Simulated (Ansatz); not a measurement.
All numbers below come from DFT PBE, scalar-relativistic, plane waves, PAW in Ansatz. All cells share a 420 eV cutoff and Γ-centred k meshes spaced at most about 0.3 Å⁻¹ (about 0.25 or finer for metals, 2π included). No spin polarisation in the final relaxations.

All energies are static (0 K, no zero-point motion).

Two forms of Si₃C₂ were relaxed alike.

1.

```
CELL_PARAMETERS angstrom
1.47649 0.85245 6.58738
-1.47649 0.85245 6.58738
0.00000 -1.70490 6.58738
ATOMIC_POSITIONS crystal
Si 0.28427 0.28427 0.28427
Si 0.50000 0.50000 0.50000
Si 0.71573 0.71573 0.71573
C 0.89654 0.89654 0.89654
C 0.10346 0.10346 0.10346
```

2.

```
CELL_PARAMETERS angstrom
2.99450 0.00000 0.00000
-1.49725 2.59332 0.00000
0.00000 0.00000 15.18181
ATOMIC_POSITIONS crystal
Si 0.33333 0.66667 0.28867
Si 0.33333 0.66667 0.71133
Si 0.66667 0.33333 0.11939
Si 0.66667 0.33333 0.41858
Si 0.66667 0.33333 0.58142
Si 0.66667 0.33333 0.88061
C 0.33333 0.66667 0.83515
C 0.33333 0.66667 0.16485
C 0.33333 0.66667 0.50000
C 0.66667 0.33333 0.00000
```

Problem. Which would you expect to be lower, and how large is the difference?

Solution. Cell 1 is lower, by 96 meV/atom. Cell 1 has the anti-tetradymite type, space group R-3m (No. 166), 9.9 Å³/atom and no gap on its mesh; cell 2 has space group P-6m2 (No. 187), 11.8 Å³/atom and no gap. Counting C atoms around Si (those within 1.25 times the shortest such distance or 1.15 times the sum of covalent radii; a slash parts the counts of unlike sites), cell 1 has Si 3/6 and cell 2 has Si 1/3/4. Cell 2 holds Si–Si pairs (shortest 2.47 Å); in cell 1 the shortest Si–Si distance is 2.58 Å, near bonding range too. The denser one is the lower, and pressure would at first widen the difference. Even the lower one lies +0.56 eV/atom against the reference forms of the elements (uncorrected), so neither is stable at this level. In cell 1, around Si on a site of symmetry 3m lie 3 C at 2.02 Å; around Si on a site of symmetry -3m lie 6 C at 2.11 Å; C is surrounded by 6 Si at 2.02–2.11 Å. In cell 2, Si on its first site is surrounded by 1 C at 1.88 Å; around Si on its second site lie 4 C at 1.81–1.86 Å; around C on a site of symmetry 3m lie 4 Si at 1.86–1.88 Å; 3 more sites not described. Both come from invented guesses. A third cell relaxed alike, in P6_3/mmc, lies 59 meV/atom below the lower of the two.

Cells relaxed within their symmetry can be saddle points.
